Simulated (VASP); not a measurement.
# Mg (Fm-3m) in VASP: a series of runs

The runs below take Mg through single point, with PBEsol.

Everything below comes from runs of VASP 6.6.1. Logs are shortened: lines on timing, memory, paths and dates and some standing lists are left out, and cuts for length are marked.

**1. The cell of the first run**

The structure is cubic, space group Fm-3m (No. 225). The conventional cell has a = 4.354 Å, b = 4.354 Å, c = 4.354 Å, α = 90.00°, β = 90.00°, γ = 90.00°. Mg (site symmetry m-3m) has 12 Mg at 3.08 Å as nearest neighbours.

This isn't the form of Mg at room conditions, which is hcp.

**2. Single point, PBEsol (strain -0.030 along x and y, -0.030 along z, atoms carried along)**

File INCAR:

```
ALGO     = Fast           # electronic algorithm
EDIFF    = 1E-6           # SCF threshold, eV
ENCUT    = 520            # plane-wave cutoff, eV
GGA      = PS             # functional
ISIF     = 2              # what is computed and relaxed
ISMEAR   = 0              # smearing method
LASPH    = True           # aspherical terms in the spheres
LCHARG   = False          # write CHGCAR
LREAL    = False          # projectors in reciprocal space
LWAVE    = False          # write WAVECAR
NBANDS   = 7              # bands
NELM     = 80             # most SCF steps
PREC     = Accurate       # precision mode
SIGMA    = 0.15           # smearing width, eV
```

File KPOINTS:

```
k-points
0
Gamma
  18 18 18
```

File POSCAR:

```
Mg
1.0
    0.0000000000      2.1769283200      2.1769283200
    2.1769283200      0.0000000000      2.1769283200
    2.1769283200      2.1769283200      0.0000000000
Mg
1
Direct
    0.0000000000      0.0000000000      0.0000000000
```

Potentials or basis: VASP PAW PBE potentials, release 64 (Mg).

Launch:

```
> cat potpaw_PBE.64/Mg/POTCAR > POTCAR
> mpirun -np 1 vasp_std > vasp.out
```

OUTCAR:

```text
EDIFF = 1E-6
   ENCUT = 520
   GGA = PS
   ISIF = 2
   ISMEAR = 0
   LASPH = True
   LREAL = False
   NELM = 80
   PREC = Accurate

 ion  position               nearest neighbor table
   1  0.000  0.000  0.000-

  LATTYP: Found a face centered cubic cell.
 ALAT       =     4.3538566400

  Lattice vectors:

 A1 = (   0.0000000000,   2.1769283200,   2.1769283200)
 A2 = (   2.1769283200,   0.0000000000,   2.1769283200)
 A3 = (   2.1769283200,   2.1769283200,   0.0000000000)

Analysis of symmetry for initial positions (statically):
=====================================================================
 Subroutine PRICEL returns:
 Original cell was already a primitive cell.

 Routine SETGRP: Setting up the symmetry group for a
 face centered cubic supercell.

 Subroutine GETGRP returns: Found 48 space group operations
 (whereof 48 operations were pure point group operations)
 out of a pool of 48 trial point group operations.

The static configuration has the point symmetry O_h .

Analysis of symmetry for dynamics (positions and initial velocities):
=====================================================================
 Subroutine PRICEL returns:
 Original cell was already a primitive cell.

 Routine SETGRP: Setting up the symmetry group for a
 face centered cubic supercell.

 Subroutine GETGRP returns: Found 48 space group operations
 (whereof 48 operations were pure point group operations)
 out of a pool of 48 trial point group operations.

The dynamic configuration has the point symmetry O_h .

 Subroutine INISYM returns: Found 48 space group operations
 (whereof 48 operations are pure point group operations),
 and found     1 'primitive' translations

----------------------------------------------------------------------------------------

                                     Primitive cell

  volume of cell :      20.6330

  direct lattice vectors                    reciprocal lattice vectors
     0.000000000  2.176928320  2.176928320    -0.229681426  0.229681426  0.229681426
     2.176928320  0.000000000  2.176928320     0.229681426 -0.229681426  0.229681426
     2.176928320  2.176928320  0.000000000     0.229681426  0.229681426 -0.229681426

  length of vectors
     3.078641554  3.078641554  3.078641554     0.397819899  0.397819899  0.397819899

  position of ions in fractional coordinates (direct lattice)
     0.000000000  0.000000000  0.000000000

  ion indices of the primitive-cell ions
   primitive index   ion index
                 1           1

----------------------------------------------------------------------------------------

 KPOINTS: k-points

Automatic generation of k-mesh.
 Grid dimensions read from file:
 generate k-points for:   18   18   18

 Generating k-lattice:

  Cartesian coordinates                     Fractional coordinates (reciprocal lattice)
    -0.012760079  0.012760079  0.012760079     0.055555556  0.000000000  0.000000000
     0.012760079 -0.012760079  0.012760079     0.000000000  0.055555556  0.000000000
     0.012760079  0.012760079 -0.012760079     0.000000000  0.000000000  0.055555556

  Length of vectors
     0.022101105  0.022101105  0.022101105

  Shift w.r.t. Gamma in fractional coordinates (k-lattice)
     0.000000000  0.000000000  0.000000000

 Subroutine IBZKPT returns following result:
 ===========================================

 Found    195 irreducible k-points:

 Following reciprocal coordinates:
            Coordinates               Weight
  0.000000  0.000000  0.000000      1.000000
  0.055556  0.000000  0.000000      8.000000
  0.111111  0.000000  0.000000      8.000000
  0.166667  0.000000  0.000000      8.000000
  0.222222  0.000000  0.000000      8.000000
  0.277778  0.000000  0.000000      8.000000
[... 16 lines left out ...]
 -0.277778  0.055556  0.000000     24.000000
 -0.222222  0.055556  0.000000     24.000000
 [... further k-points ...]
   k-points           NKPTS =    195   k-points in BZ     NKDIM =    195   number of bands    NBANDS=      7
   number of dos      NEDOS =    301   number of ions     NIONS =      1
   total plane-waves  NPLWV =  13824
   dimension x,y,z NGX =    24 NGY =   24 NGZ =   24
   dimension x,y,z NGXF=    48 NGYF=   48 NGZF=   48
   ions per type =               1
   NGX,Y,Z   is equivalent  to a cutoff of  12.96, 12.96, 12.96 a.u.
   NGXF,Y,Z  is equivalent  to a cutoff of  25.92, 25.92, 25.92 a.u.
 SYSTEM =  unknown system
   PREC   = accura    normal or accurate (medium, high low for compatibility)
   ISTART =      0    job   : 0-new  1-cont  2-samecut
   ICHARG =      2    charge: 1-file 2-atom 10-const
   ISPIN  =      1    spin polarized calculation?
   LNONCOLLINEAR =      F non collinear calculations
   LSORBIT =      F    spin-orbit coupling
   LASPH  =      T    aspherical Exc in radial PAW
   ENCUT  =  520.0 eV  38.22 Ry    6.18 a.u.   5.72  5.72  5.72*2*pi/ulx,y,z
   NELM   =     80;   NELMIN=  2; NELMDL= -5     # of ELM steps
   EDIFF  = 0.1E-05   stopping-criterion for ELM
   LREAL  =      F    real-space projection
   EDIFFG = 0.1E-04   stopping-criterion for IOM
   NSW    =      0    number of steps for IOM
   IBRION =     -1    ionic relax: 0-MD 1-quasi-New 2-CG
   NFREE  =      0    steps in history (QN), initial steepest desc. (CG)
   ISIF   =      2    stress and relaxation
   ISYM   =      2    0-nonsym 1-usesym 2-fastsym
   POTIM  = 0.5000    time-step for ionic-motion
   TEBEG  =    0.0;   TEEND  =   0.0 temperature during run
   PSTRESS=    0.0 pullay stress
   NELECT =       2.0000    total number of electrons
   NUPDOWN=      -1.0000    fix difference up-down
   EMIN   =  10.00;   EMAX   =-10.00  energy-range for DOS
   EFERMI =   0.00;   METHOD = LEGACY
   ISMEAR =     0;   SIGMA  =   0.15  broadening in eV -4-tet -1-fermi 0-gaus
   EFERMI_NEDOS =   21; number of points for ismear=-14 and -15
   IALGO  =     68    algorithm
   IMIX   =      4    mixing-type and parameters
     AMIX     =   0.40;   BMIX     =  1.00
     AMIX_MAG =   1.60;   BMIX_MAG =  1.00
  volume/ion in A,a.u.               =      20.63       139.24
  Fermi-wavevector in a.u.,A,eV,Ry     =   0.752022  1.421116  7.694605  0.565537
  Thomas-Fermi vector in A             =   1.849138
   LORBIT       =      0    0 simple, 1 ext, 2 COOP (PROOUT), +10 PAW based schemes
   GGA     = PS    functional components
   LHFCALC =     F    Hartree Fock is set to
   AEXX    =    0.0000 exact exchange contribution
   IVDW    =     0    specifies the selected vdW correction
   LEPSILON=     F    determine dielectric tensor
   LRPA    =     F    only Hartree local field effects (RPA)
 non-spin polarized calculation
 RMM-DIIS sequential band-by-band and
 Gauss-broadening in eV      SIGMA  =   0.15
  energy-cutoff  :      520.00
  volume of cell :       20.63
 maximum number of plane-waves:       568
   NGX = 11   NGY = 11   NGZ = 11

 number of electron       2.0000000 magnetization

 Free energy of the ion-electron system (eV)
  ---------------------------------------------------
  ext. energy  EPLUGINS =         0.00000000
  ---------------------------------------------------
  free energy    TOTEN  =        -1.68879651 eV

  energy without entropy =       -1.68402668  energy(sigma->0) =       -1.68641159

 E-fermi :   3.1362     XC(G=0):  -8.8763

 val. band max:        3.1069249111   @ k =   0.5000   0.1111   0.0556
 cond. band min:       3.1538750406   @ k =  -0.3889   0.2778   0.0556
 fundamental gap:      0.0469501295
 Fermi energy:         3.1361766334

 k-point     1 :       0.0000    0.0000    0.0000
  band No.  band energies     occupation
      1      -4.2331      2.00000
      2      16.1781      0.00000
      3      16.1781      0.00000
      4      16.1781      0.00000
      5      18.6666      0.00000
      6      18.7031      0.00000
      7      18.7031      0.00000

 k-point     2 :       0.0556    0.0000    0.0000
  band No.  band energies     occupation
      1      -4.1593      2.00000
      2      14.9885      0.00000
      3      16.0380      0.00000
      4      16.0380      0.00000
      5      18.5774      0.00000
      6      18.9632      0.00000
      7      18.9632      0.00000

 k-point     3 :       0.1111    0.0000    0.0000
  band No.  band energies     occupation
      1      -3.9385      2.00000
      2      13.0958      0.00000
      3      15.7366      0.00000
      4      15.7366      0.00000
      5      18.3054      0.00000
      6      19.6209      0.00000
      7      19.6209      0.00000

 k-point     4 :       0.1667    0.0000    0.0000
  band No.  band energies     occupation
      1      -3.5716      2.00000
      2      11.1746      0.00000
      3      15.4255      0.00000
      4      15.4255      0.00000
      5      17.9840      0.00000
      6      20.0216      0.00000
      7      20.0217      0.00000

 k-point     5 :       0.2222    0.0000    0.0000
  band No.  band energies     occupation
      1      -3.0607      2.00000
      2       9.3171      0.00000
      3      15.1729      0.00000
      4      15.1729      0.00000
      5      17.6984      0.00000
      6      19.0752      0.00000
      7      19.0752      0.00000
[... 161 lines left out ...]
 k-point    22 :      -0.3333    0.0556    0.0000
  band No.  band energies     occupation
      1      -1.2615      2.00000
      2       5.4184      0.00000
      3      13.4441      0.00000
      4      15.5578      0.00000
      5      16.7102      0.00000
      6      17.3496      0.00000
      7      18.2326      0.00000

 k-point    23 :      -0.2778    0.0556    0.0000
  band No.  band energies     occupation
      1      -2.0961      2.00000
      2       7.0378      0.00000
      3      13.4852      0.00000
      4      15.8464      0.00000
      5      17.1464      0.00000
      6      17.8670      0.00000
      7      18.4863      0.00000

 k-point    24 :      -0.2222    0.0556    0.0000
  band No.  band energies     occupation
      1      -2.7943      2.00000
      2       8.7620      0.00000
      3      13.6412      0.00000
      4      16.0556      0.00000
      5      17.8694      0.00000
      6      18.1816      0.00000
      7      19.1445      0.00000

 [... further k-points ...]

------------------------ aborting loop because EDIFF is reached ----------------------------------------

  FORCE on cell =-STRESS in cart. coord.  units (eV):
  Direction    XX          YY          ZZ          XY          YZ          ZX
  --------------------------------------------------------------------------------------
  -------------------------------------------------------------------------------------
  Total        0.5367301      0.5367301      0.5367301     -0.0000000     -0.0000000      0.0000000
  in kB       41.6777416     41.6777416     41.6777416     -0.0000000     -0.0000000      0.0000000
  external PRESSURE =      41.6777416 kB  Pullay stress =       0.0000000 kB

 VOLUME and BASIS-vectors are now :
 -----------------------------------------------------------------------------
  energy-cutoff  :      520.00
  volume of cell :       20.63
      direct lattice vectors                 reciprocal lattice vectors
     0.000000000  2.176928320  2.176928320    -0.229681426  0.229681426  0.229681426
     2.176928320  0.000000000  2.176928320     0.229681426 -0.229681426  0.229681426
     2.176928320  2.176928320  0.000000000     0.229681426  0.229681426 -0.229681426

 POSITION                                       TOTAL-FORCE (eV/Angst)
 -----------------------------------------------------------------------------------
      0.00000      0.00000      0.00000         0.000000      0.000000      0.000000
 -----------------------------------------------------------------------------------
    total drift:                                0.000000     -0.000000     -0.000000

  FREE ENERGIE OF THE ION-ELECTRON SYSTEM (eV)
  ---------------------------------------------------
  free  energy   TOTEN  =        -1.6887965121 eV

  energy  without entropy=       -1.6840266756  energy(sigma->0) =       -1.68641159
```

Run time: 11 s. Hardware: 1 thread of Intel Xeon Platinum 8375C at 2.90GHz (Ice Lake), shared host; peak memory 0.15 GiB.

What came out:

```
Free energy            : -1.6888 eV
Pressure               : 4.2 GPa
Band gap on the k mesh : none (metal or under the smearing width)
```

Caveat: the PAW data sets were made with another functional, which shifts forces and pressure a little.

**3. Single point, PBEsol (strain -0.030 along x and y, +0.030 along z, atoms carried along)**

File INCAR:

```
SYSTEM = Mg
PREC     = Accurate       ! precision mode
ENCUT    = 520            ! plane-wave cutoff, eV
EDIFF    = 1E-6           ! SCF threshold, eV
ISMEAR   = 0              ! smearing method
SIGMA    = 0.15           ! smearing width, eV
LREAL    = .False.        ! projectors in reciprocal space
LASPH    = .True.         ! aspherical terms in the spheres
NELM     = 100            ! most SCF steps
ALGO     = Fast           ! electronic algorithm
ISIF     = 2              ! what is computed and relaxed
LWAVE    = .False.        ! write WAVECAR
LCHARG   = .False.        ! write CHGCAR
GGA      = PS             ! functional
NBANDS   = 7              ! bands
```

File KPOINTS:

```
regular mesh
0
Gamma
  18 18 18
  0 0 0
```

File POSCAR:

```
Mg
1.0
    0.0000000000      2.1769283200      2.3115836800
    2.1769283200      0.0000000000      2.3115836800
    2.1769283200      2.1769283200      0.0000000000
Mg
1
Direct
    0.0000000000      0.0000000000      0.0000000000
```

Potentials or basis: VASP PAW PBE potentials, release 64 (Mg).

Launch:

```
> cat potpaw_PBE.64/Mg/POTCAR > POTCAR
> mpirun -np 1 vasp_std > vasp.out
```

Run time: 24 s. Hardware: 1 thread of Intel Xeon Platinum 8375C at 2.90GHz (Ice Lake), shared host; peak memory 0.2 GiB.

Results (log left out):

```yaml
Free_energy: -1.7065 eV
Pressure: 1.3 GPa
Band_gap_on_the_k_mesh: none (metal or under the smearing width)
```

Stress tensor (GPa, compression positive):
```
1.89 0.00 0.00
0.00 1.89 0.00
0.00 0.00 0.20
```

Levels at points of the mesh, in eV from the Fermi level:
| k point | band 1 | band 2 | band 3 | band 4 |
| --- | --- | --- | --- | --- |
| (0.00, 0.00, 0.00) | -7.11 | 12.37 | 12.84 | 12.84 |
| (0.50, 0.00, 0.00) | -1.77 | -1.26 | 10.88 | 11.65 |
| (0.50, 0.50, 0.00) | -0.73 | 0.23 | 6.63 | 7.83 |
| (0.50, 0.00, 0.50) | 0.05 | 1.14 | 6.01 | 6.80 |

Caveat: the PAW data sets were made with another functional, which shifts forces and pressure a little.

**4. Single point, PBEsol (strain -0.030 along x and y, +0.000 along z, atoms carried along)**

File INCAR:

```
SYSTEM = Mg
ALGO = Normal
EDIFF = 1E-6
ENCUT = 520
GGA = PS
ISIF = 2
ISMEAR = 0
LASPH = .True.
LCHARG = .False.
LREAL = .False.
LWAVE = .False.
NBANDS = 7
NELM = 100
PREC = Accurate
SIGMA = 0.15
```

File KPOINTS:

```
k-points
0
Gamma
  18 18 18
  0 0 0
```

File POSCAR:

```
Mg
1.0
    0.0000000000      2.1769283200      2.2442560000
    2.1769283200      0.0000000000      2.2442560000
    2.1769283200      2.1769283200      0.0000000000
Mg
1
Direct
    0.0000000000      0.0000000000      0.0000000000
```

Launch:

```
> cat potpaw_PBE.64/Mg/POTCAR > POTCAR
> mpirun -np 1 vasp_std > vasp.out
```

Wall time 26 s (1 thread of Intel Xeon Platinum 8375C at 2.90GHz (Ice Lake), shared host); peak memory 0.19 GiB.

The run converged. Its results:

```
Free energy            : -1.7017 eV
Pressure               : 2.6 GPa
Band gap on the k mesh : none (metal or under the smearing width)
```

Stress tensor (GPa, compression positive):
```
2.83 0.00 0.00
0.00 2.83 0.00
0.00 0.00 2.25
```

Levels at points of the mesh, in eV from the Fermi level:
```
           k point  band 1  band 2  band 3  band 4  band 5
(0.00, 0.00, 0.00)   -7.23   12.70   12.93   12.93   15.18
(0.50, 0.00, 0.00)   -1.81   -1.26   11.38   11.99   12.45
(0.50, 0.50, 0.00)   -0.49    0.55    6.48    7.69    7.69
(0.50, 0.00, 0.50)   -0.08    1.02    6.15    7.16    7.27
```

Caveat: the PAW data sets were made with another functional, which shifts forces and pressure a little.

**5. Overview**

| cell | gap on the mesh (eV) | pressure (GPa) |
| --- | --- | --- |
| strain -0.030 along x and y, -0.030 along z, atoms carried along | none | 4.2 |
| strain -0.030 along x and y, +0.030 along z, atoms carried along | none | 1.3 |
| strain -0.030 along x and y, +0.000 along z, atoms carried along | none | 2.6 |

Alike in all rows: task single point; level PBEsol; potentials or basis VASP PAW PBE potentials, release 64 (Mg); no spin polarisation; k mesh 18 × 18 × 18; cutoff (eV) 520; smearing gaussian 0.15 eV.

Caveats: the PAW data sets were made with another functional, which shifts forces and pressure a little.

Total energies depend on the potentials used, so only differences within one code and one set of settings carry meaning.
